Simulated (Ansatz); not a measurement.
# The polar optical mode of BP at 30 GPa, worked through

Theory: Ansatz, DFT PBEsol, scalar-relativistic, plane waves, PAW. Cutoff 420 eV, 12×12×12 k-points (Γ-centred), fixed occupations. No spin polarisation. Phonons by linear response, acoustic sum rule imposed.

The cell, relaxed at 30 GPa:
```cif
data_structure
_symmetry_space_group_name_H-M 'F-43m'
_symmetry_Int_Tables_number 216
_cell_length_a 4.3183
_cell_length_b 4.3183
_cell_length_c 4.3183
_cell_angle_alpha 90.000
_cell_angle_beta 90.000
_cell_angle_gamma 90.000
_cell_volume 80.53
loop_
_atom_site_label
_atom_site_type_symbol
_atom_site_symmetry_multiplicity
_atom_site_Wyckoff_symbol
_atom_site_fract_x
_atom_site_fract_y
_atom_site_fract_z
_atom_site_occupancy
B1 B 4 a 0.00000 0.00000 0.00000 1
P1 P 4 c 0.25000 0.25000 0.25000 1
```

Other phases may be more stable at this pressure. The bands were filled as in an insulator; under compression the gap may have closed between mesh points.

Linear response gives ν_TO = 928.9 cm⁻¹, Born charges ±1.020 e (positive on P) and ε∞ = 9.295. The primitive cell holds 20.131 Å³, and the masses are 10.810 and 30.974 amu.

Q: Find ν_LO and the static dielectric constant.

A: The long-wave field adds a restoring force: ω_LO² − ω_TO² = Z*²e²/(ε_vac ε∞ μV). In these units ν_LO² − ν_TO² = 4.92064×10⁷ Z*²/(μ V ε∞) cm⁻², with μ = m₁m₂/(m₁ + m₂) = 8.013 amu: 34141 cm⁻². So ν_LO = √(928.9² + 34141) = 947.1 cm⁻¹, and the run gives 947.1. Lyddane–Sachs–Teller then gives ε0 = ε∞ (ν_LO/ν_TO)² = 9.66, against 9.66 in the run (it forms both from the same three quantities, so the match checks the arithmetic only). Between ν_TO and ν_LO the dielectric function is negative and an undamped crystal reflects fully: a reststrahlen band from 10.6 to 10.8 μm.

Q: What do the Clausius–Mossotti polarisability and the Szigeti charge come to?

A: With the Lorentz local field, α = (3V/4π)(ε∞ − 1)/(ε∞ + 2) = 3.53 Å³ for the pair, and e_S = 3Z*/(ε∞ + 2) = 0.27 e. The Born charge includes the electrons' response to the dipole's own local field, and e_S takes that enhancement out. The Lorentz field assumes point-like polarisable ions, a poor picture once ε∞ is this large, since the electron clouds then overlap or are shared, so both numbers are formal here.

Q: How strongly does a slow electron couple to the LO mode?

A: For one isotropic parabolic band, Fröhlich's constant is α_F = (1/ε∞ − 1/ε0) √(m* Ry/ħω_LO), with Ry = 13.606 eV, ħω_LO = 117.4 meV and m* in free-electron masses: α_F = 0.0041 × 10.76 × √m* = 0.04 √m*. The band mass isn't part of this run; for m* = 0.1, 0.3 and 1 it gives 0.01, 0.02, 0.04. In weak coupling the polaron lies α_F ħω_LO below the band edge (3 meV at m* = 0.3) with a mass m*(1 + α_F/6); past α_F of about 5 or 6 that expansion fails. A semilocal functional's ε∞ tends to be too large, which taken alone lowers α_F.

Cost: 1 run of about 1.2 core-minutes, on Intel Xeon Processor @ 2.50GHz (Skylake/Cascade Lake) (shared hosts).

BP comes out as a weakly polar, covalent crystal: the lattice raises the dielectric constant only from 9.295 to 9.66, and the LO mode lies little above the TO mode. A Born charge of about one electron is not small, but electronic screening weakens its long-range field, and the short-range restoring force is already large. Stiff sp³ bonds and the light boron atom account for the high frequencies.

The positive charge on P reverses the usual III–V assignment and the order expected from electronegativity. Boron has no p shell in its core, so its compact 2p orbitals can compete strongly for the bonding electrons. The Born charge, however, measures the polarisation caused by a displacement, including charge flow along the bonds, and so does not establish a static B⁻P⁺ charge distribution.

The small Fröhlich constant suggests that polar scattering would be weak for carriers in a simple band. It does not establish high mobility, because deformation-potential scattering can remain strong in a covalent crystal.
